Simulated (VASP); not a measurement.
# TiC in VASP: a series of runs

Runs on TiC. Level: PBEsol. Tasks: work function.

Program: VASP 6.6.1. These are calculated values, not measurements. Logs are shortened: lines on timing, memory, paths and dates and some standing lists are left out, and cuts for length are marked.

## 1. Starting point

The cell holds a slab with vacuum, 14 atoms: a = 3.054 Å, b = 3.054 Å, c = 22.956 Å, α = 90.00°, β = 90.00°, γ = 90.00°.

## 2. Work function, PBEsol

Input file INCAR:

```
ALGO     = Fast           # electronic algorithm
DIPOL    = 0.5 0.5 0.500
EDIFF    = 1E-6           # SCF threshold, eV
ENCUT    = 520            # plane-wave cutoff, eV
GGA      = PS             # functional
IDIPOL   = 3            
ISIF     = 2              # what is computed and relaxed
ISMEAR   = 1              # smearing method
KPAR     = 8            
LASPH    = T              # aspherical terms in the spheres
LCHARG   = T              # write CHGCAR
LDIPOL   = T            
LREAL    = F              # projectors in reciprocal space
LVACPOTAV= T            
LVHAR    = T            
LWAVE    = F              # write WAVECAR
NELM     = 60             # most SCF steps
PREC     = Accurate       # precision mode
SIGMA    = 0.1            # smearing width, eV
```

Input file KPOINTS:

```
k-points
0
Gamma
  10 10 1
```

Input file POSCAR:

```
TiC
1.0
    3.0537113450      0.0000000000      0.0000000000
    0.0000000000      3.0537113450      0.0000000000
    0.0000000000      0.0000000000     22.9558000008
Ti C
7 7
Direct
    0.5000000000      0.5000000000      0.2178098781
    0.0000000000      0.0000000000      0.3118732520
    0.5000000000      0.5000000000      0.4059366261
    0.0000000000      0.0000000000      0.5000000000
    0.5000000000      0.5000000000      0.5940633739
    0.0000000000      0.0000000000      0.6881267480
    0.5000000000      0.5000000000      0.7821901219
    0.0000000000      0.0000000000      0.2178098781
    0.5000000000      0.5000000000      0.3118732520
    1.0000000000      0.0000000000      0.4059366261
    0.5000000000      0.5000000000      0.5000000000
    0.0000000000      0.0000000000      0.5940633739
    0.5000000000      0.5000000000      0.6881267480
    0.0000000000      1.0000000000      0.7821901219
```

Potentials or basis: VASP PAW PBE potentials, release 64 (Ti_sv, C).

On the command line:

```bash
cat potpaw_PBE.64/Ti_sv/POTCAR potpaw_PBE.64/C/POTCAR > POTCAR
mpirun -np 8 vasp_std > vasp.out
```

OUTCAR:

```text
EDIFF = 1E-6
   ENCUT = 520
   GGA = PS
   ISIF = 2
   ISMEAR = 1
   LASPH = T
   LREAL = F
   NELM = 60
   PREC = Accurate

 ion  position               nearest neighbor table
   1  0.500  0.500  0.218-   9 2.16   8 2.16   8 2.16   8 2.16   8 2.16
   2  0.000  0.000  0.312-   8 2.16   9 2.16   9 2.16   9 2.16   9 2.16  10 2.16
   3  0.500  0.500  0.406-  11 2.16  10 2.16  10 2.16  10 2.16  10 2.16   9 2.16
   4  0.000  0.000  0.500-  10 2.16  12 2.16  11 2.16  11 2.16  11 2.16  11 2.16
   5  0.500  0.500  0.594-  11 2.16  12 2.16  12 2.16  12 2.16  12 2.16  13 2.16
   6  0.000  0.000  0.688-  14 2.16  13 2.16  13 2.16  13 2.16  13 2.16  12 2.16
   7  0.500  0.500  0.782-  13 2.16  14 2.16  14 2.16  14 2.16  14 2.16
   8  0.000  0.000  0.218-   2 2.16   1 2.16   1 2.16   1 2.16   1 2.16
   9  0.500  0.500  0.312-   1 2.16   2 2.16   2 2.16   2 2.16   2 2.16   3 2.16
  10  0.000  0.000  0.406-   4 2.16   3 2.16   3 2.16   3 2.16   3 2.16   2 2.16
  11  0.500  0.500  0.500-   3 2.16   5 2.16   4 2.16   4 2.16   4 2.16   4 2.16
  12  0.000  0.000  0.594-   4 2.16   5 2.16   5 2.16   5 2.16   5 2.16   6 2.16
  13  0.500  0.500  0.688-   7 2.16   6 2.16   6 2.16   6 2.16   6 2.16   5 2.16
  14  0.000  0.000  0.782-   6 2.16   7 2.16   7 2.16   7 2.16   7 2.16

  LATTYP: Found a simple tetragonal cell.
 ALAT       =     3.0537113450
 C/A-ratio  =     7.5173444400

  Lattice vectors:

 A1 = (   3.0537113450,   0.0000000000,   0.0000000000)
 A2 = (   0.0000000000,   3.0537113450,   0.0000000000)
 A3 = (   0.0000000000,   0.0000000000,  22.9558000008)

Analysis of symmetry for initial positions (statically):
=====================================================================
 Subroutine PRICEL returns:
 Original cell was already a primitive cell.

 Routine SETGRP: Setting up the symmetry group for a
 simple tetragonal supercell.

 Subroutine GETGRP returns: Found 16 space group operations
 (whereof 16 operations were pure point group operations)
 out of a pool of 16 trial point group operations.

The static configuration has the point symmetry D_4h.

Analysis of symmetry for dynamics (positions and initial velocities):
=====================================================================
 Subroutine PRICEL returns:
 Original cell was already a primitive cell.

 Routine SETGRP: Setting up the symmetry group for a
 simple tetragonal supercell.

 Subroutine GETGRP returns: Found 16 space group operations
 (whereof 16 operations were pure point group operations)
 out of a pool of 16 trial point group operations.

The dynamic configuration has the point symmetry D_4h.

 Subroutine INISYM returns: Found 16 space group operations
 (whereof 16 operations are pure point group operations),
 and found     1 'primitive' translations

----------------------------------------------------------------------------------------

                                     Primitive cell

  volume of cell :     214.0663

  direct lattice vectors                    reciprocal lattice vectors
     3.053711345  0.000000000  0.000000000     0.327470375  0.000000000  0.000000000
     0.000000000  3.053711345  0.000000000     0.000000000  0.327470375  0.000000000
     0.000000000  0.000000000 22.955800001     0.000000000  0.000000000  0.043561976

  length of vectors
     3.053711345  3.053711345 22.955800001     0.327470375  0.327470375  0.043561976

  position of ions in fractional coordinates (direct lattice)
     0.500000000  0.500000000  0.217809878
     0.000000000  0.000000000  0.311873252
     0.500000000  0.500000000  0.405936626
     0.000000000  0.000000000  0.500000000
     0.500000000  0.500000000  0.594063374
     0.000000000  0.000000000  0.688126748
     0.500000000  0.500000000  0.782190122
     0.000000000  0.000000000  0.217809878
     0.500000000  0.500000000  0.311873252
     0.000000000  0.000000000  0.405936626
     0.500000000  0.500000000  0.500000000
     0.000000000  0.000000000  0.594063374
     0.500000000  0.500000000  0.688126748
     0.000000000  0.000000000  0.782190122

  ion indices of the primitive-cell ions
   primitive index   ion index
                 1           1
[... 28 lines left out ...]

  Length of vectors
     0.032747038  0.032747038  0.043561976

  Shift w.r.t. Gamma in fractional coordinates (k-lattice)
     0.000000000  0.000000000  0.000000000

 Subroutine IBZKPT returns following result:
 ===========================================

 Found     21 irreducible k-points:

 Following reciprocal coordinates:
            Coordinates               Weight
  0.000000  0.000000  0.000000      1.000000
  0.100000  0.000000  0.000000      4.000000
  0.200000  0.000000  0.000000      4.000000
  0.300000  0.000000  0.000000      4.000000
  0.400000  0.000000  0.000000      4.000000
  0.500000  0.000000  0.000000      2.000000
[... 13 lines left out ...]
  0.500000  0.400000  0.000000      4.000000
  0.500000  0.500000  0.000000      1.000000
   k-points           NKPTS =     21   k-points in BZ     NKDIM =     21   number of bands    NBANDS=     67
   number of dos      NEDOS =    301   number of ions     NIONS =     14
   total plane-waves  NPLWV = 103680
   dimension x,y,z NGX =    24 NGY =   24 NGZ =  180
   dimension x,y,z NGXF=    48 NGYF=   48 NGZF=  360
   ions per type =               7   7
   NGX,Y,Z   is equivalent  to a cutoff of  13.07, 13.07, 13.04 a.u.
   NGXF,Y,Z  is equivalent  to a cutoff of  26.13, 26.13, 26.07 a.u.
 SYSTEM =  unknown system
   PREC   = accura    normal or accurate (medium, high low for compatibility)
   ISTART =      0    job   : 0-new  1-cont  2-samecut
   ICHARG =      2    charge: 1-file 2-atom 10-const
   ISPIN  =      1    spin polarized calculation?
   LNONCOLLINEAR =      F non collinear calculations
   LSORBIT =      F    spin-orbit coupling
   LASPH  =      T    aspherical Exc in radial PAW
   ENCUT  =  520.0 eV  38.22 Ry    6.18 a.u.   5.68  5.68 42.68*2*pi/ulx,y,z
   NELM   =     60;   NELMIN=  2; NELMDL= -5     # of ELM steps
   EDIFF  = 0.1E-05   stopping-criterion for ELM
   LREAL  =      F    real-space projection
   EDIFFG = 0.1E-04   stopping-criterion for IOM
   NSW    =      0    number of steps for IOM
   IBRION =     -1    ionic relax: 0-MD 1-quasi-New 2-CG
   NFREE  =      0    steps in history (QN), initial steepest desc. (CG)
   ISIF   =      2    stress and relaxation
   ISYM   =      2    0-nonsym 1-usesym 2-fastsym
   POTIM  = 0.5000    time-step for ionic-motion
   TEBEG  =    0.0;   TEEND  =   0.0 temperature during run
   PSTRESS=    0.0 pullay stress
   NELECT =     112.0000    total number of electrons
   NUPDOWN=      -1.0000    fix difference up-down
   EMIN   =  10.00;   EMAX   =-10.00  energy-range for DOS
   EFERMI =   0.00;   METHOD = LEGACY
   ISMEAR =     1;   SIGMA  =   0.10  broadening in eV -4-tet -1-fermi 0-gaus
   EFERMI_NEDOS =   21; number of points for ismear=-14 and -15
   IALGO  =     68    algorithm
   IMIX   =      4    mixing-type and parameters
     AMIX     =   0.40;   BMIX     =  1.00
     AMIX_MAG =   1.60;   BMIX_MAG =  1.00
  volume/ion in A,a.u.               =      15.29       103.19
  Fermi-wavevector in a.u.,A,eV,Ry     =   1.319162  2.492854 23.676690  1.740188
  Thomas-Fermi vector in A             =   2.449080
   LORBIT       =      0    0 simple, 1 ext, 2 COOP (PROOUT), +10 PAW based schemes
   GGA     = PS    functional components
   LHFCALC =     F    Hartree Fock is set to
   AEXX    =    0.0000 exact exchange contribution
   IVDW    =     0    specifies the selected vdW correction
   LEPSILON=     F    determine dielectric tensor
   LRPA    =     F    only Hartree local field effects (RPA)
 non-spin polarized calculation
 RMM-DIIS sequential band-by-band and
 Methfessel and Paxton  Order N= 1 SIGMA  =   0.10
  energy-cutoff  :      520.00
  volume of cell :      214.07
 maximum number of plane-waves:      5808
 NGX is ok and might be reduce to    24
   NGX = 11   NGY = 11   NGZ = 85

 dipolmoment           0.000000      0.000000     -0.000000 electrons x Angstroem

 number of electron     112.0000034 magnetization

 dipolmoment           0.000000      0.000000      0.000000 electrons x Angstroem

 Free energy of the ion-electron system (eV)
  ---------------------------------------------------
  ext. energy  EPLUGINS =         0.00000000
  ---------------------------------------------------
  free energy    TOTEN  =      -136.18808181 eV

  energy without entropy =     -136.18650437  energy(sigma->0) =     -136.18755600

 E-fermi :   4.7454     XC(G=0):  -9.2515

 val. band max:        4.7402789108   @ k =   0.1000   0.1000   0.0000
 cond. band min:       4.7461858269   @ k =   0.0000   0.0000   0.0000
 fundamental gap:      0.0059069161
 Fermi energy:         4.7453943729

 k-point     1 :       0.0000    0.0000    0.0000
  band No.  band energies     occupation
      1     -51.5559      2.00000
      2     -51.5558      2.00000
      3     -51.5125      2.00000
      4     -51.4860      2.00000
      5     -51.4557      2.00000
      6     -51.4303      2.00000
[... 1459 lines left out ...]
     66       7.8859      0.00000
     67       7.9676      0.00000

------------------------ aborting loop because EDIFF is reached ----------------------------------------

  FORCE on cell =-STRESS in cart. coord.  units (eV):
  Direction    XX          YY          ZZ          XY          YZ          ZX
  --------------------------------------------------------------------------------------
  -------------------------------------------------------------------------------------
  Total       -8.4053777     -8.4053777     -5.5263422      0.0000000      0.0000000     -0.0000000
  in kB      -62.9099613    -62.9099613    -41.3618500      0.0000000      0.0000000     -0.0000000
  external PRESSURE =     -55.7272576 kB  Pullay stress =       0.0000000 kB

 VOLUME and BASIS-vectors are now :
 -----------------------------------------------------------------------------
  energy-cutoff  :      520.00
  volume of cell :      214.07
      direct lattice vectors                 reciprocal lattice vectors
     3.053711345  0.000000000  0.000000000     0.327470375  0.000000000  0.000000000
     0.000000000  3.053711345  0.000000000     0.000000000  0.327470375  0.000000000
     0.000000000  0.000000000 22.955800001     0.000000000  0.000000000  0.043561976

 POSITION                                       TOTAL-FORCE (eV/Angst)
 -----------------------------------------------------------------------------------
      1.52686      1.52686      5.00000         0.000000     -0.000000      1.599853
      0.00000      0.00000      7.15930        -0.000000      0.000000      0.301127
      1.52686      1.52686      9.31860         0.000000     -0.000000      0.097844
      0.00000      0.00000     11.47790         0.000000      0.000000      0.000000
      1.52686      1.52686     13.63720        -0.000000     -0.000000     -0.097844
      0.00000      0.00000     15.79650         0.000000      0.000000     -0.301127
      1.52686      1.52686     17.95580         0.000000      0.000000     -1.599853
      0.00000      0.00000      5.00000         0.000000      0.000000     -0.894268
      1.52686      1.52686      7.15930         0.000000     -0.000000     -0.688839
      0.00000      0.00000      9.31860         0.000000      0.000000     -0.182334
      1.52686      1.52686     11.47790         0.000000      0.000000      0.000000
      0.00000      0.00000     13.63720        -0.000000      0.000000      0.182334
      1.52686      1.52686     15.79650         0.000000      0.000000      0.688839
      0.00000      0.00000     17.95580         0.000000      0.000000      0.894268
 -----------------------------------------------------------------------------------
    total drift:                                0.000000     -0.000000      0.000000

  FREE ENERGIE OF THE ION-ELECTRON SYSTEM (eV)
  ---------------------------------------------------
  free  energy   TOTEN  =      -136.1880818092 eV

  energy  without entropy=     -136.1865043726  energy(sigma->0) =     -136.18755600

 vacuum level on the upper side and lower side of the slab         8.938         8.938
```

Run time: 6.4 min. Hardware: 8 MPI ranks of Intel Xeon Platinum 8375C at 2.90GHz (Ice Lake), shared host; peak memory 0.46 GiB.

Results:

```yaml
Free_energy: -136.1881 eV
Largest_force: 1.600 eV/Å
Band_gap_on_the_k_mesh: none (metal or under the smearing width)
Work_function_of_the_upper_face: 4.19 eV
Work_function_of_the_lower_face: 4.19 eV
```

Forces on the atoms (eV/Å):
```
Ti   0.000  0.000  1.600
Ti   0.000  0.000  0.301
Ti   0.000  0.000  0.098
Ti   0.000  0.000  0.000
Ti   0.000  0.000 -0.098
Ti   0.000  0.000 -0.301
Ti   0.000  0.000 -1.600
C    0.000  0.000 -0.894
C    0.000  0.000 -0.689
C    0.000  0.000 -0.182
C    0.000  0.000  0.000
C    0.000  0.000  0.182
C    0.000  0.000  0.689
C    0.000  0.000  0.894
```

Levels at points of the mesh, in eV from the Fermi level:
```
           k point  band 54  band 55  band 56  band 57  band 58  band 59
(0.00, 0.00, 0.00)    -0.02     0.00     0.17     0.17     0.38     0.48
(0.50, 0.00, 0.00)    -2.26    -2.24    -2.23     2.24     2.29     2.29
(0.50, 0.50, 0.00)    -0.57    -0.41    -0.41    -0.06     0.38     0.74
```

Caveat: the PAW data sets were made with another functional, which shifts forces and pressure a little.

(Continued in part 2 of 2.)
